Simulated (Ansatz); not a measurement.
Li (Fm-3m): electronic heat capacity and spin susceptibility from the density of states

These are results of DFT PBE, scalar-relativistic, plane waves, PAW in Ansatz 0.2.0, not measurements.

Settings: cutoff 420 eV, Γ-centred mesh 16×16×16 on the computed 1-atom cell, Gaussian smearing of 0.10 eV; no spin polarisation.

Relaxed cell: Fm-3m, a = 4.320 Å, b = 4.320 Å, c = 4.320 Å, α = 90.00°, β = 90.00°, γ = 90.00°, 1 atom in the primitive cell. This fcc form isn't the element's structure at ambient conditions.

The density of states at the Fermi level is 0.533 states/eV in the cell of 1 atom (1 formula unit; both spins, tetrahedra on a 24×24×24 mesh).

Q: What Sommerfeld coefficient and Pauli susceptibility does this give?

A: Per formula unit N(E_F) = 0.533 states/eV. γ = (π²/3) k_B² N(E_F) N_A = 2.357 mJ/(mol K²) per state/eV, so γ = 1.3 mJ/(mol K²), a mole of formula units. χ_P = μ_B² N(E_F) N_A = 3.23×10⁻⁵ emu/mol per state/eV gives 1.7×10⁻⁵ emu/mol. This is the bare band result: a measured γ of the same phase is as a rule larger by a factor 1 + λ from phonons and spin fluctuations, the spin part of χ is larger by the Stoner factor, and a measured χ also holds orbital and core terms. N(E_F) at one energy is sensitive to the mesh where the density of states has sharp peaks.